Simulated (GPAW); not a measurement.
TaN: single point with PBE

The system is TaN.

```
CELL_PARAMETERS angstrom
0.00000 2.21132 2.21132
2.21132 0.00000 2.21132
2.21132 2.21132 0.00000
ATOMIC_POSITIONS crystal
Ta 0.50000 0.50000 0.50000
N 0.00000 0.00000 0.00000
```

The cell comes from a database or a generator and needn't be the stable form of this composition.

```
Program             : GPAW 26.7.0
Task                : single point
Functional          : PBE
Potentials or basis : GPAW PAW data sets (gpaw-data 1.2.1)
Cutoff              : 800 eV
Basis               : pw
k mesh              : 10 × 10 × 10
Occupations         : gaussian, width 0.027 eV
Spin                : no spin polarisation
```

```json
{
  "Pressure": "-1.6 GPa",
  "Band gap on the k mesh": "none (metal or under the smearing width)"
}
```

Levels at points of the mesh, in eV from the Fermi level:
```tsv
k point	band 6	band 7	band 8	band 9	band 10	band 11	band 12	band 13
(0.00, 0.00, 0.00)	-3.82	-3.82	-3.82	-2.10	-2.10	-2.10	0.02	0.02
(0.50, 0.50, 0.00)	-6.64	-5.38	-4.64	-4.64	2.01	3.38	3.38	4.30
(0.50, 0.50, 0.50)	-10.24	-7.47	-7.47	1.79	1.79	1.89	3.69	7.28
```

It took 26 s on 1 thread of Arm Neoverse V1, with other jobs on the host, peak memory 0.16 GiB.

The run has no spin-orbit coupling, so splittings on Ta are missing.
